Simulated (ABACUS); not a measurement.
Ge:

```
CELL_PARAMETERS angstrom
0.00000 2.82891 2.82891
2.82891 0.00000 2.82891
2.82891 2.82891 0.00000
ATOMIC_POSITIONS crystal
Ge 0.75000 0.75000 0.75000
Ge 0.50000 0.50000 0.50000
```

```yaml
Program: ABACUS 3.10.1
Task: relaxation of cell and atoms
Functional: B86bPBE
Potentials_or_basis: PseudoDojo NC SR 0.5 PBE standard
Cutoff: 1075 eV
Density_cutoff: 4299 eV
Basis: plane waves
k_mesh: 6 × 6 × 6
Occupations: fermi-dirac, width 0.05 eV
Spin: no spin polarisation
```

At the start: pressure 4.3 GPa; volume 22.64 Å³/atom.

Where does the relaxation end?

Over 3 steps the energy falls by 18.9 meV/atom and the volume is 24.12 Å³/atom (+6.5 %); space group Fd-3m (No. 227, to 0.05 Å).

The path:
| step | energy change (eV) | largest force (eV/Å) | pressure (GPa) | volume (Å³) |
| --- | --- | --- | --- | --- |
| 1 | 0.0000 | 0.0000 | 4.26 | 45.28 |
| 2 | -0.0317 | 0.0000 | -1.51 | 49.49 |
| 3 | -0.0378 | 0.0000 | -0.01 | 48.23 |

Final structure:
```yaml
crystal:
  lattice:
    - [0.00000, 2.88920, 2.88920]
    - [2.88920, 0.00000, 2.88920]
    - [2.88920, 2.88920, 0.00000]
  atoms:
    - { symbol: Ge, position: [0.75000, 0.75000, 0.75000] }
    - { symbol: Ge, position: [0.50000, 0.50000, 0.50000] }
```

Caveat: the potentials were made for another functional, which shifts forces and pressure.
